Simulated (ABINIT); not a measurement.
Input of an ABINIT 10.8.3 (patched build) run:

The input run.abi:

```
ndtset 3

pp_dirpath "./"
pseudos "Ni.upf, Al.upf"

acell 6.6576085555 6.6576085555 6.6576085555
rprim
     1.0000000000     0.0000000000     0.0000000000
     0.0000000000     1.0000000000     0.0000000000
     0.0000000000     0.0000000000     1.0000000000
ntypat 2
znucl 28 13
natom 4
typat 1 1 1 2
xred
            1/2            1/2            0.0
            1/2            0.0            1/2
            0.0            1/2            1/2
            0.0            0.0            0.0

ecut 46.0

ngkpt 12 12 12
nshiftk 1
shiftk 0.5 0.5 0.5
istwfk *1

ixc 11

occopt 6
tsmear 0.1 eV

nsppol 2
spinat
     0.0000000000     0.0000000000     1.0000000000
     0.0000000000     0.0000000000     1.0000000000
     0.0000000000     0.0000000000     1.0000000000
     0.0000000000     0.0000000000     0.0000000000

nstep 80

iomode 3
prteig 0
prtebands 0

nband1 35
tolvrs1 1.0e-12
prtden1 1
prtwf1 0
kptopt1 1

iscf2 -3
getden2 1
nband2 44
nbdbuf2 4
tolwfr2 1.0e-12
nstep2 120
prtden2 0
kptopt2 1

optdriver3 8
wfk_task3 "wfk_optics_fullbz"
getwfk3 2
nband3 40
kptopt3 1
prtevk3 1
inclvkb3 2
```

optic.abi

```
&FILES
 ddkfile_1 = 'runo_DS3_1_EVK.nc',
 ddkfile_2 = 'runo_DS3_2_EVK.nc',
 ddkfile_3 = 'runo_DS3_3_EVK.nc',
 wfkfile = 'runo_DS3_WFK.nc'
/
&PARAMETERS
 broadening = 0.007350,
 domega = 0.002,
 maxomega = 0.8,
 scissor = 0.000000,
 tolerance = 0.002
/
&COMPUTATIONS
 num_lin_comp = 1,
 lin_comp = 11,
 num_nonlin_comp = 0
/
```

Potentials or basis: PseudoDojo NC SR PBE v0.4.1 standard.

Command:

```sh
$ mpirun --bind-to none -np 4 abinit run.abi > log 2>&1
$ optic optic.abi > optic.log 2>&1
```

Task: What does it give for the pressure?

Result: 6.8 GPa.

Task: Predict the net moment.

Result: 0.77 μB per cell.

Dielectric function (mean over the directions given):
```tsv
energy (eV)	real part	imaginary part
0.33	55.54	22.60
0.98	26.04	38.84
1.63	-1.42	32.74
2.29	-3.36	17.89
2.94	-2.29	9.76
3.70	0.71	6.73
4.35	2.38	9.02
5.01	-0.06	7.63
5.66	-0.88	7.58
6.31	-1.00	5.81
7.08	-1.14	5.21
7.73	-1.36	4.61
8.38	-1.24	3.53
9.03	-1.00	3.02
9.69	-0.60	2.66
10.45	-0.25	2.54
11.10	-0.44	2.86
11.76	-0.69	2.32
12.41	-0.49	2.15
13.06	-0.42	1.99
13.82	-0.41	1.86
14.48	-0.44	1.80
15.13	-0.47	1.58
15.78	-0.48	1.49
16.44	-0.46	1.38
17.20	-0.58	1.20
17.85	-0.51	0.95
18.50	-0.42	0.85
19.16	-0.30	0.74
19.92	-0.26	0.63
```

Caveat: the intraband (Drude) term is left out; small starting moments can end in a higher magnetic state in this program; spectra need much finer meshes, so this one isn't converged; independent-particle spectra lack excitons.
